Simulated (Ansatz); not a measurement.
**Ge: what symmetry allows forces and stress to be**

```
CELL_PARAMETERS angstrom
3.80078 0.00000 0.00000
-1.90039 3.29158 0.00000
0.00000 0.00000 6.67045
ATOMIC_POSITIONS crystal
Ge 0.66667 0.33333 0.05836
Ge 0.33333 0.66667 0.55836
Ge 0.66667 0.33333 0.44164
Ge 0.33333 0.66667 0.94164
```

These are results of DFT PBEsol, scalar-relativistic, plane waves, PAW (Ansatz 0.2.0), not measurements.

Cutoff 420 eV; k points 12×12×6 on the computed 4-atom cell (Γ-centred); Gaussian smearing, width 0.10 eV; no spin polarisation.

This distorted cell has space group P6_3/mmc, with 24 operations.

**Question.** Without a calculation: in which directions can each atom feel a force?

**Answer.** A force must be left unchanged by every operation that keeps its atom in place, so it lies in the space that those operations leave fixed. Atoms that the group maps onto each other feel forces of one size.
| atom | site symmetry | operations at the site | equivalent to atom | allowed force (Cartesian) |
| --- | --- | --- | --- | --- |
| Ge1 | 3m. | 6 | 1 | along (0.00, 0.00, 1.00) |
| Ge2 | 3m. | 6 | 1 | along (0.00, 0.00, 1.00) |
| Ge3 | 3m. | 6 | 1 | along (0.00, 0.00, 1.00) |
| Ge4 | 3m. | 6 | 1 | along (0.00, 0.00, 1.00) |

That leaves 1 independent force component of 12. A relaxation in this cell that keeps the symmetry moves the atoms in these directions alone.

**Question.** And the stress tensor?

**Answer.** It must be invariant under the point group, which leaves 2 independent components: yz, xz, xy vanish; xx = yy.

**Question.** Do the computed values obey this?

**Answer.** Yes. Forces (eV/Å):
```
Ge1  0.000  0.000  1.317
Ge2  0.000  0.000  1.317
Ge3  0.000  0.000 -1.317
Ge4  0.000  0.000 -1.317
```

Stress (GPa, compression positive, xx yy zz yz xz xy): 14.27 14.27 -2.06 0.00 0.00 0.00. The program imposes the same operations on density, forces and stress, so this confirms the analysis and is no independent test of the calculation.

This form isn't the element's structure at ambient conditions.